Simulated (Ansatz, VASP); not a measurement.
# WS2: VASP beside Ansatz

One calculation is typed for both programs; each brings its own data sets. How far apart do they land? The cell is taken from a series of runs on this material, whose earlier steps may have relaxed, scaled, displaced or heated it; both programs get it as it stands.

Program: Ansatz 0.2.0. Level of theory: plane waves, with VASP 6.6.1 beside it; zone-centre phonons at r2SCAN. Results are calculated unless marked as measured.

**1. The structure**

Symmetry: P-6m2, No. 187, hexagonal system. Conventional cell: a = 3.181 Å, b = 3.181 Å, c = 16.954 Å, α = 90.00°, β = 90.00°, γ = 120.00°. Nearest to W lie 6 S at 2.41 Å. Nearest to S lie 3 W at 2.41 Å. Farther neighbours and most contacts between anions are not listed.

**2. VASP: zone-centre phonons, r2SCAN**

Second derivatives magnify differences that forces hide, and they need a tight electronic threshold.

Lines of VASP's logs that name or quote its potential files are left out, and so is its time.

INCAR

```
SYSTEM = WS2
PREC = Accurate
ENCUT = 660
EDIFF = 1E-08
NELM = 120
ISMEAR = 0
SIGMA = 0.01
LREAL = .FALSE.
ALGO = Normal
METAGGA = R2SCAN
LASPH = .TRUE.
NBANDS = 15
LORBIT = 11
LWAVE = .FALSE.
LCHARG = .FALSE.
ISIF = 2
IBRION = 6
NFREE = 2
POTIM = 0.015
NSW = 1
GGA_COMPAT = .FALSE.
EFERMI = MIDGAP
LMIXTAU = .TRUE.
KPAR = 2
```

POSCAR

```
WS2
1.0
    3.1813785460      0.0000000000      0.0000000000
   -1.5906892730      2.7551546399      0.0000000000
    0.0000000000      0.0000000000     16.9542263538
W S
1 2
Direct
    0.3333333333      0.6666666667      0.0000000000
    0.6666666667      0.3333333333      0.9080269068
    0.6666666667      0.3333333333      0.0919730932
```

KPOINTS

```
Automatic mesh
0
Gamma
12 12 3
0 0 0
```

PAW data sets: W and S (PBE family, release 64).

Command:

```sh
$ mpirun -np 2 vasp_std
```

Numbers of over 12 decimals in the logs are rounded to 6 here.

What it wrote:

```text
[banner, memory and clock lines left out]
running    2 mpi-ranks, on    1 nodes
 distrk:  each k-point on    1 cores,    2 groups
 distr:  one band on    1 cores,    1 groups

 POSCAR found type information on POSCAR W S
 POSCAR found :  2 types and       3 ions
|                                                                             |
|               ----> ADVICE to this user running VASP <----                  |
|                                                                             |
|     You enforced a specific xc type in the INCAR file but a different       |
|     [... a line on the potential file left out ...]
|     I HOPE YOU KNOW WHAT YOU ARE DOING!                                     |
|                                                                             |

 LDA part: xc-table for (None), standard interpolation
 POSCAR, INCAR and KPOINTS ok, starting setup
 FFT: planning ... GRIDC
 FFT: planning ... GRID_SOFT
 FFT: planning ... GRID
 WAVECAR not read
 entering main loop
       N       E                     dE             d eps       ncg     rms          rms(c)
DAV:   1     0.780939041996E+02    0.78094E+02   -0.75477E+03  1140   0.113E+03
DAV:   2    -0.603858969636E+02   -0.13848E+03   -0.13010E+03  1807   0.207E+02
DAV:   3    -0.733450191473E+02   -0.12959E+02   -0.12844E+02  1595   0.684E+01
DAV:   4    -0.735664719566E+02   -0.22145E+00   -0.22110E+00  1442   0.106E+01
DAV:   5    -0.735727718306E+02   -0.62999E-02   -0.62990E-02  1646   0.171E+00    0.256E+01
DAV:   6    -0.730806206979E+02    0.49215E+00   -0.36828E+00  1629   0.144E+01    0.134E+01
DAV:   7    -0.710606791539E+02    0.20199E+01   -0.14751E+00  1490   0.106E+01    0.663E+00
DAV:   8    -0.711558750803E+02   -0.95196E-01   -0.24344E-01  1448   0.465E+00    0.460E-01
DAV:   9    -0.708424834614E+02    0.31339E+00   -0.60993E-02  1511   0.198E+00    0.505E-01
DAV:  10    -0.705903622447E+02    0.25212E+00   -0.21568E-02  1581   0.151E+00    0.296E-01
DAV:  11    -0.702142851834E+02    0.37608E+00   -0.43292E-02  1287   0.185E+00    0.183E-01
DAV:  12    -0.702026616280E+02    0.11624E-01   -0.37982E-03  1490   0.694E-01    0.135E-01
DAV:  13    -0.701590072209E+02    0.43654E-01   -0.15204E-02  1294   0.124E+00    0.152E-01
DAV:  14    -0.701563239292E+02    0.26833E-02   -0.35264E-02  1301   0.203E+00    0.929E-02
[...]
DAV:  34    -0.701383402874E+02   -0.60288E-04   -0.53699E-05  1315   0.602E-02    0.863E-03
DAV:  35    -0.701383390783E+02    0.12091E-05   -0.40528E-06  1525   0.224E-02    0.800E-03
DAV:  36    -0.701383287698E+02    0.10309E-04   -0.11471E-05  1168   0.360E-02    0.643E-03
DAV:  37    -0.701383466236E+02   -0.17854E-04   -0.14404E-05  1161   0.307E-02    0.545E-03
DAV:  38    -0.701383464532E+02    0.17040E-06   -0.75110E-07  1287   0.984E-03    0.487E-03
DAV:  39    -0.701383466835E+02   -0.23035E-06   -0.23788E-07  1364   0.628E-03    0.431E-03
DAV:  40    -0.701383452615E+02    0.14220E-05   -0.22562E-06  1217   0.132E-02    0.354E-03
DAV:  41    -0.701383432964E+02    0.19651E-05   -0.29366E-07  1413   0.672E-03    0.311E-03
[...]
DAV:  16    -0.701345681117E+02   -0.43889E-05   -0.73631E-07  1976   0.972E-03    0.148E-03
DAV:  17    -0.701345698582E+02   -0.17464E-05   -0.99419E-07  1745   0.131E-02    0.710E-04
DAV:  18    -0.701345697409E+02    0.11732E-06   -0.13951E-06  1689   0.183E-02    0.229E-04
DAV:  19    -0.701345711646E+02   -0.14238E-05   -0.50621E-07  1724   0.909E-03    0.388E-04
DAV:  20    -0.701345702652E+02    0.89944E-06   -0.33822E-07  1661   0.775E-03    0.111E-04
DAV:  21    -0.701345708370E+02   -0.57182E-06   -0.89681E-08  1654   0.411E-03    0.148E-04
DAV:  22    -0.701345711240E+02   -0.28697E-06   -0.10360E-07  1584   0.452E-03    0.135E-04
DAV:  23    -0.701345716522E+02   -0.52819E-06   -0.27772E-07  1640   0.608E-03    0.354E-05
DAV:  24    -0.701345716333E+02    0.18882E-07   -0.42793E-08  1780   0.293E-03    0.603E-05
DAV:  25    -0.701345716635E+02   -0.30205E-07   -0.51203E-08  1647   0.326E-03    0.259E-05
DAV:  26    -0.701345716749E+02   -0.11395E-07   -0.20261E-08  1773   0.199E-03    0.200E-05
DAV:  27    -0.701345716753E+02   -0.36925E-09   -0.99724E-09  1515   0.139E-03
   5 F= -.70134572E+02 E0= -.70134572E+02  d E =0.000000E+00
[...]
6 F= -.70137143E+02 E0= -.70137143E+02  d E =0.000000E+00
[...]
7 F= -.70137143E+02 E0= -.70137143E+02  d E =0.000000E+00
[...]
8 F= -.70137212E+02 E0= -.70137212E+02  d E =0.000000E+00
 Finite differences progress:
  Degree of freedom:   4/  4
  Displacement:        1/  2
  Total:               7/  8
 bond charge predicted
       N       E                     dE             d eps       ncg     rms          rms(c)
DAV:   1    -0.701337369886E+02    0.34752E-02   -0.83032E-01  1500   0.522E+00    0.594E-01
DAV:   2    -0.701407044218E+02   -0.69674E-02   -0.41434E-02  1885   0.176E+00    0.537E-01
DAV:   3    -0.701367904833E+02    0.39139E-02   -0.36756E-03  1661   0.727E-01    0.394E-01
DAV:   4    -0.701339899360E+02    0.28005E-02   -0.22628E-03  1878   0.472E-01    0.752E-02
DAV:   5    -0.701347617031E+02   -0.77177E-03   -0.15971E-03  1619   0.460E-01    0.250E-02
DAV:   6    -0.701348549820E+02   -0.93279E-04   -0.32061E-04  1528   0.211E-01    0.190E-02
DAV:   7    -0.701350183748E+02   -0.16339E-03   -0.14131E-04  1514   0.127E-01    0.130E-02
DAV:   8    -0.701350966389E+02   -0.78264E-04   -0.10572E-04  1500   0.130E-01    0.659E-03
DAV:   9    -0.701351354404E+02   -0.38802E-04   -0.80891E-05  1500   0.122E-01    0.305E-03
DAV:  10    -0.701351548868E+02   -0.19446E-04   -0.77259E-06  1871   0.342E-02    0.905E-04
DAV:  11    -0.701351975562E+02   -0.42669E-04   -0.32136E-05  1500   0.618E-02    0.103E-03
DAV:  12    -0.701352142064E+02   -0.16650E-04   -0.14231E-05  1885   0.340E-02    0.158E-03
DAV:  13    -0.701352099029E+02    0.43035E-05   -0.37625E-06  2011   0.187E-02    0.873E-04
DAV:  14    -0.701352016166E+02    0.82862E-05   -0.28773E-06  1745   0.171E-02    0.496E-04
DAV:  15    -0.701352083516E+02   -0.67350E-05   -0.94333E-07  1773   0.117E-02    0.509E-04
DAV:  16    -0.701352145731E+02   -0.62214E-05   -0.15166E-06  1696   0.123E-02    0.210E-04
DAV:  17    -0.701352171608E+02   -0.25878E-05   -0.86452E-07  1892   0.106E-02    0.332E-04
DAV:  18    -0.701352178506E+02   -0.68979E-06   -0.24197E-07  1738   0.670E-03    0.137E-04
DAV:  19    -0.701352178226E+02    0.28055E-07   -0.15296E-07  1570   0.614E-03    0.115E-04
DAV:  20    -0.701352181055E+02   -0.28289E-06   -0.23711E-07  1815   0.669E-03    0.638E-05
DAV:  21    -0.701352181728E+02   -0.67280E-07   -0.30957E-08  1787   0.253E-03    0.503E-05
DAV:  22    -0.701352181892E+02   -0.16437E-07   -0.31608E-08  1703   0.253E-03    0.456E-05
DAV:  23    -0.701352181805E+02    0.86643E-08   -0.45854E-08  1619   0.295E-03
   9 F= -.70135218E+02 E0= -.70135218E+02  d E =0.000000E+00
 Finite differences progress:
  Degree of freedom:   4/  4
  Displacement:        2/  2
  Total:               8/  8
```

Parts of OUTCAR (step 2):

```text
ion  position               nearest neighbor table
   1  0.333  0.667  0.000-   2 2.41   3 2.41   2 2.41   3 2.41   2 2.41   3 2.41
   2  0.667  0.333  0.908-   1 2.41   1 2.41   1 2.41
   3  0.667  0.333  0.092-   1 2.41   1 2.41   1 2.41

  LATTYP: Found a hexagonal cell.
 ALAT       =     3.1813785460
 C/A-ratio  =     5.3292074831

 Subroutine GETGRP returns: Found 12 space group operations
 (whereof 12 operations were pure point group operations)

The static configuration has the point symmetry D_3h.

 Found     38 irreducible k-points:

   k-points           NKPTS =     38   k-points in BZ     NKDIM =     38   number of bands    NBANDS=     15

   dimension x,y,z NGX =    28 NGY =   28 NGZ =  144
   dimension x,y,z NGXF=    56 NGYF=   56 NGZF=  288

   ENCUT  =  660.0 eV  48.51 Ry    6.96 a.u.   6.66  6.66 35.51*2*pi/ulx,y,z

   NELECT =      18.0000    total number of electrons

 k-points in reciprocal lattice and weights: Automatic mesh
   0.00000000  0.00000000  0.00000000       0.002
   0.08333333  0.00000000  0.00000000       0.014
   0.16666667  0.00000000  0.00000000       0.014
   0.25000000  0.00000000  0.00000000       0.014
   0.33333333  0.00000000  0.00000000       0.014
   0.41666667  0.00000000  0.00000000       0.014
   0.50000000  0.00000000  0.00000000       0.007
   0.08333333  0.08333333  0.00000000       0.014
   0.16666667  0.08333333  0.00000000       0.028
[...]
0.33333333  0.25000000  0.33333333       0.056
   0.33333333  0.33333333  0.33333333       0.009

 average (electrostatic) potential at core
       1 -53.1205       2 -96.1404       3 -96.1498

 E-fermi :  -0.8317

 k-point     1 :       0.0000    0.0000    0.0000
  band No.  band energies     occupation
    ...
      5      -4.7955      2.00000
      6      -4.0063      2.00000
      7      -3.5230      2.00000
      8      -3.5230      2.00000
      9      -1.8231      2.00000
     10       1.2785      0.00000
     11       1.2785      0.00000
     12       1.4254      0.00000
     13       1.4254      0.00000
     14       3.8181      0.00000
    ...

 k-point     2 :       0.0833    0.0000    0.0000
  band No.  band energies     occupation
    ...
      5      -4.6807      2.00000
      6      -4.4325      2.00000
      7      -3.7068      2.00000
      8      -3.3030      2.00000
      9      -1.8881      2.00000
     10       1.1404      0.00000
     11       1.2145      0.00000
     12       1.3096      0.00000
     13       1.5038      0.00000
     14       4.0653      0.00000
    ...

 k-point     3 :       0.1667    0.0000    0.0000
  band No.  band energies     occupation
    ...
      5      -5.1051      2.00000
      6      -4.3676      2.00000
      7      -4.1343      2.00000
      8      -3.2822      2.00000
      9      -2.1672      2.00000
     10       0.7575      0.00000
     11       1.0806      0.00000
     12       1.2446      0.00000
     13       1.9979      0.00000
     14       4.5215      0.00000
    ...

  Total       -0.4379687     -0.4379687     -0.7056910     -0.0000000      0.0000000      0.0000000
  in kB       -4.7218739     -4.7218739     -7.6082686     -0.0000000      0.0000000      0.0000000
  external PRESSURE =      -5.6840055 kB  Pullay stress =       0.0000000 kB

  energy-cutoff  :      660.00
  volume of cell :      148.61
      direct lattice vectors                 reciprocal lattice vectors
     3.181378546  0.000000000  0.000000000     0.314329146  0.181478017  0.000000000
    -1.590689273  2.755154640  0.000000000     0.000000000  0.362956034  0.000000000
     0.000000000  0.000000000 16.954226354     0.000000000  0.000000000  0.058982343

 POSITION                                       TOTAL-FORCE (eV/Angst)
 -----------------------------------------------------------------------------------
     -0.00000      1.83677      0.00000         0.000000      0.000000     -0.247677
      1.59069      0.91838     15.37989        -0.000000      0.000000      0.346333
      1.59069      0.91838      1.55933        -0.000000     -0.000000     -0.098656
 -----------------------------------------------------------------------------------
    total drift:                                0.000000      0.000000      0.000163

  FREE ENERGIE OF THE ION-ELECTRON SYSTEM (eV)
  ---------------------------------------------------
  free  energy   TOTEN  =       -70.1352181805 eV

  energy  without entropy=      -70.1352181805  energy(sigma->0) =      -70.13521818

 Eigenvectors and eigenvalues of the dynamical matrix
 ----------------------------------------------------

   1 f  =   13.134823 THz    82.528530 2PiTHz  438.130551 cm-1    54.321241 meV
             X         Y         Z           dx          dy          dz
     -0.000000  1.836770  0.000000     0.000000    0.000000   -0.508505
      1.590689  0.918385 15.394894    -0.000000   -0.000000    0.608861
      1.590689  0.918385  1.559333    -0.000000   -0.000000    0.608861

   2 f  =   12.684239 THz    79.697423 2PiTHz  423.100664 cm-1    52.457773 meV
             X         Y         Z           dx          dy          dz
     -0.000000  1.836770  0.000000     0.000000    0.000000    0.000000
      1.590689  0.918385 15.394894    -0.000000   -0.000000    0.707107
      1.590689  0.918385  1.559333    -0.000000   -0.000000   -0.707107

   3 f  =   10.659658 THz    66.976605 2PiTHz  355.567909 cm-1    44.084782 meV
             X         Y         Z           dx          dy          dz
     -0.000000  1.836770  0.000000    -0.000009    0.508530   -0.000000
      1.590689  0.918385 15.394894     0.000011   -0.608850   -0.000000
      1.590689  0.918385  1.559333     0.000011   -0.608850   -0.000000

   4 f  =   10.659658 THz    66.976605 2PiTHz  355.567909 cm-1    44.084782 meV
             X         Y         Z           dx          dy          dz
     -0.000000  1.836770  0.000000    -0.508530   -0.000009   -0.000000
      1.590689  0.918385 15.394894     0.608850    0.000011    0.000000
      1.590689  0.918385  1.559333     0.608850    0.000011   -0.000000

   5 f  =    8.878108 THz    55.782795 2PiTHz  296.141792 cm-1    36.716886 meV
             X         Y         Z           dx          dy          dz
     -0.000000  1.836770  0.000000    -0.000000    0.000000   -0.000000
      1.590689  0.918385 15.394894    -0.000016    0.707107   -0.000000
      1.590689  0.918385  1.559333     0.000016   -0.707107    0.000000

   6 f  =    8.878108 THz    55.782795 2PiTHz  296.141792 cm-1    36.716886 meV
             X         Y         Z           dx          dy          dz
     -0.000000  1.836770  0.000000     0.000000   -0.000000    0.000000
      1.590689  0.918385 15.394894     0.707107    0.000016   -0.000000
      1.590689  0.918385  1.559333    -0.707107   -0.000016   -0.000000

   7 f/i=    0.000159 THz     0.000998 2PiTHz    0.005297 cm-1     0.000657 meV
             X         Y         Z           dx          dy          dz
     -0.000000  1.836770  0.000000    -0.859030   -0.058857   -0.000000
      1.590689  0.918385 15.394894    -0.358744   -0.024579   -0.000000
      1.590689  0.918385  1.559333    -0.358744   -0.024579   -0.000000

   8 f/i=    0.000159 THz     0.000998 2PiTHz    0.005297 cm-1     0.000657 meV
             X         Y         Z           dx          dy          dz
     -0.000000  1.836770  0.000000    -0.058857    0.859030    0.000000
      1.590689  0.918385 15.394894    -0.024579    0.358744    0.000000
      1.590689  0.918385  1.559333    -0.024579    0.358744    0.000000

   9 f/i=    0.000567 THz     0.003564 2PiTHz    0.018920 cm-1     0.002346 meV
             X         Y         Z           dx          dy          dz
     -0.000000  1.836770  0.000000    -0.000000    0.000000   -0.861059
      1.590689  0.918385 15.394894    -0.000000    0.000000   -0.359568
      1.590689  0.918385  1.559333    -0.000000    0.000000   -0.359568

 ELASTIC MODULI CONTR FROM IONIC RELAXATION (kBar)
 Direction    XX          YY          ZZ          XY          YZ          ZX
 --------------------------------------------------------------------------------
 XX        -157.1404   -116.1888   -389.6438      0.0000     -0.0000     -0.0000
 YY        -116.1888   -157.1404   -389.6438      0.0000     -0.0000      0.0000
 ZZ        -389.6438   -389.6438  -1110.9117      0.0000     -0.0000     -0.0000
 XY           0.0000      0.0000      0.0000    -20.4758      0.0000     -0.0000
 YZ          -0.0000     -0.0000     -0.0000      0.0000   -542.6889      0.0000
 ZX          -0.0000      0.0000     -0.0000     -0.0000      0.0000   -542.6895
 --------------------------------------------------------------------------------

 total charge
# of ion       s       p       d       tot
------------------------------------------
    1        0.539   0.709   4.229   5.478
    2        1.350   2.382   0.000   3.732
    3        1.350   2.382   0.000   3.732
--------------------------------------------------
tot          3.239   5.474   4.229  12.942

[... 3 further parts left out ...]
```

CONTCAR:

```
WS2
   1.00000000000000
     3.1813785459999999    0.0000000000000000    0.0000000000000000
    -1.5906892730000000    2.7551546399000002    0.0000000000000000
     0.0000000000000000    0.0000000000000000   16.9542263537999993
  W               S
     1     2
Direct
     0.3333333332999970    0.6666666667000030    0.0000000000000000
     0.6666666667000029    0.3333333332999970    0.9071421716497829
     0.6666666667000030    0.3333333332999970    0.0919730931999965
```

Levels, forces or a CONTCAR printed for this step are those of its last displaced cell, not of the structure at rest.

(Part 1 of 2 ends here.)

[Lines on the potential files, build, host, timing and source positions are cut from VASP's logs without a mark.]

[Logs are printed without paths, hosts, clocks, repeated set-up lines and the standing remarks that a program may print on its own settings, such as how far it seeks lower states.]

[Hosts, paths, dates, database ids (printed as entryN), source tags and the programs' standing remarks are cut or masked in the printed files.]
